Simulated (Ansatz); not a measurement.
# Cs (Pm-3m)

All numbers below come from DFT PBE, scalar-relativistic, plane waves, PAW (Ansatz 0.2.0).

Plane waves to 420 eV, a k mesh through Γ of 12×12×12 on the computed 1-atom cell and Gaussian smearing (0.10 eV); no spin polarisation.

The structure is relaxed at this level of theory with its symmetry kept, and needn't be the ground state of this composition.

```
Cs
1.0
     5.04331    0.00000    0.00000
     0.00000    5.04331    0.00000
     0.00000    0.00000    5.03608
Cs
1
Direct
  0.50000 0.50000 0.50000
```

| Item | Value |
| --- | --- |
| Space group | Pm-3m (No. 221) |
| Volume per atom | 864.4 bohr³ |
| Energy over the standard state (uncorrected) | +0.093 eV/atom |
| Kohn–Sham band gap | none (metal) |
| Density of states at the Fermi level | 1.1 states/eV per cell |
| Bader charge by site (e) | Cs (1 in the cell) 0.00 |

Spin-orbit coupling is left out, which matters for the bands of heavy elements.

The cell was found from a structure generator's guess, not taken from experiment.
